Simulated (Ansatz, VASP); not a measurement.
One calculation of AlRu, two programs

```
Al Ru
1.0
     2.98599    0.00000    0.00000
     0.00000    2.98599    0.00000
     0.00000    0.00000    2.98599
Al Ru
1 1
Direct
  0.00000 0.00000 0.00000
  0.50000 0.50000 0.50000
```

Alike in both runs: task single point; functional PBE; k mesh 14 × 14 × 14; occupations fermi-dirac, width 0.15 eV; no spin polarisation.

|  | VASP | Ansatz |
| --- | --- | --- |
| version | VASP 6.6.1 | Ansatz 0.2.0 |
| potentials or method | VASP PAW PBE potentials, release 64 (Al, Ru_pv) | scalar-relativistic, plane waves, PAW |
| plane-wave cutoff (eV) | 520 | 420 |
| valence electrons in the cell | 17 | 19 |

|  | VASP | Ansatz | Ansatz less VASP |
| --- | --- | --- | --- |
| gap on the k mesh at the Fermi level (eV) | none | none | - |
| pressure (GPa) | 4.3 | 4.3 | 0.00 |

A gap of «none» marks a metal or a gap that the smearing closes. The functional is the same, so the differences come from potentials, cutoffs and numerics. The two sets of potentials don't hold the same shells in valence.
